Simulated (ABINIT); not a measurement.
The system is ZrB2.

```
Zr B
1.0
     3.17000    0.00000    0.00000
    -1.58500    2.74530    0.00000
     0.00000    0.00000    3.53300
Zr B
1 2
Direct
  0.00000 0.00000 0.00000
  0.66667 0.33333 0.50000
  0.33333 0.66667 0.50000
```

Base run:

| Quantity | Value |
| --- | --- |
| Program | ABINIT 10.8.3 (patched build) |
| Functional | BP86 |
| Potentials or basis | JTH PAW PBE v2.0 |
| Cutoff | 463 eV |
| k mesh | 10 × 10 × 8 |
| Occupations | fermi-dirac, width 0.05 eV |
| Spin | no spin polarisation |

Its results: band gap on the k mesh none (metal or under the smearing width); pressure 1.8 GPa.

Task: After a change of settings the same cell gave: band gap on the k mesh none (metal or under the smearing width); pressure 4.8 GPa. Which change was it?
A. functional from BP86 to revPBE
B. functional from BP86 to LDA; potentials or basis from JTH PAW PBE v2.0 to PseudoDojo NC SR LDA v0.4 stringent; cutoff from 463 eV to 1034 eV
C. functional from BP86 to rPW86PBE
D. functional from BP86 to PBEsol; potentials or basis from JTH PAW PBE v2.0 to PseudoDojo NC SR PBEsol v0.4.1 standard; cutoff from 463 eV to 1034 eV

Result: C.

Caveats: the PAW data sets were made with another functional, which shifts forces and pressure a little.
